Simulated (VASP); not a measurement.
EuS:

```
Eu S
1.0
     0.00000    2.97850    2.97850
     2.97850    0.00000    2.97850
     2.97850    2.97850    0.00000
Eu S
1 1
Direct
  0.00000 0.00000 0.00000
  0.50000 0.50000 0.50000
```

| Property | Result |
| --- | --- |
| Program | VASP 6.6.1 |
| Task | relaxation of cell and atoms |
| Functional | PBE |
| Potentials or basis | VASP PAW PBE potentials, release 64 (Eu, S) |
| Cutoff | 600 eV |
| k mesh | 8 × 8 × 8 |
| Occupations | fermi-dirac, width 0.05 eV |
| Spin | collinear spin, ferromagnetic start |
| Starting moments | [7.0, 0.0] μB |

At the start: pressure -2.8 GPa; volume 26.42 Å³/atom.

Question: Where does the relaxation end?

Answer: Over 10 steps the energy falls by 13.7 meV/atom and the volume is 24.87 Å³/atom (-5.9 %); space group Fm-3m (No. 225, to 0.05 Å); moment 6.96 μB per cell.

The path:
| step | energy change (eV) | largest force (eV/Å) | pressure (GPa) | volume (Å³) |
| --- | --- | --- | --- | --- |
| 1 | 0.0000 | 0.0000 | -2.77 | 52.85 |
| 2 | -0.0270 | 0.0000 | 0.56 | 49.44 |
| 3 | -0.0274 | 0.0000 | -0.12 | 49.89 |
| 4 | -0.0275 | 0.0000 | -0.27 | 49.81 |
| 5 | -0.0273 | 0.0000 | 0.29 | 49.62 |
| 6 | -0.0274 | 0.0000 | 0.12 | 49.72 |
| 7 | -0.0275 | 0.0000 | -0.09 | 49.85 |
| 8 | -0.0275 | 0.0000 | -0.16 | 49.81 |
| 9 | -0.0274 | 0.0000 | -0.13 | 49.76 |
| 10 | -0.0274 | 0.0000 | -0.03 | 49.74 |

Final structure:
```cif
data_structure
_symmetry_space_group_name_H-M 'P 1'
_symmetry_Int_Tables_number 1
_cell_length_a 4.1279
_cell_length_b 4.1279
_cell_length_c 4.1279
_cell_angle_alpha 60.000
_cell_angle_beta 60.000
_cell_angle_gamma 60.000
_cell_volume 49.74
loop_
_atom_site_label
_atom_site_type_symbol
_atom_site_fract_x
_atom_site_fract_y
_atom_site_fract_z
_atom_site_occupancy
Eu1 Eu 0.00000 0.00000 0.00000 1
S1 S 0.50000 0.50000 0.50000 1
```

Caveat: a cell with one magnetic atom can't hold antiferromagnetic order, which such compounds often take; without U or exact exchange the open f shell lies at the Fermi level, which spoils levels, moments and volumes.
